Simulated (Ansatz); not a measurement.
InP:

```
CELL_PARAMETERS angstrom
0.00000 2.93050 2.93050
2.93050 0.00000 2.93050
2.93050 2.93050 0.00000
ATOMIC_POSITIONS crystal
In 0.00000 0.00000 0.00000
P 0.75000 0.75000 0.75000
```

| Quantity | Value |
| --- | --- |
| Program | Ansatz 0.2.0 |
| Task | relaxation of cell and atoms |
| Functional | BPBE |
| Potentials or basis | Ansatz PAW |
| Cutoff | 420 eV (not typed: the program's choice for these potentials) |
| k mesh | 8 × 8 × 8 |
| Occupations | fermi-dirac, width 0.05 eV |
| Spin | no spin polarisation |

At the start: volume 25.17 Å³/atom.

Question: How do energy, volume and symmetry change on relaxing?

Answer: It ends after 4 steps and the volume is 26.43 Å³/atom (+5.0 %); space group F-43m (No. 216, to 0.05 Å).

The path:
```tsv
step	energy change (eV)	largest force (eV/Å)	volume (Å³)
1	0.0000	0.0000	50.33
2	-0.0234	0.0000	53.13
3	-0.0237	0.0000	52.87
4	-0.0243	0.0000	52.87
```

Final structure:
```
In P
1.0
     0.00000    2.97883    2.97883
     2.97883    0.00000    2.97883
     2.97883    2.97883    0.00000
In P
1 1
Cartesian
  0.0000 0.0000 0.0000
  4.4683 4.4683 4.4683
```

Caveat: the plane-wave basis is chosen anew once the cell has moved, so the energies of steps on either side of that aren't comparable; the PAW data sets come from PBE, with cores solved anew for the run's functional, which leaves a small shift of forces and pressure.
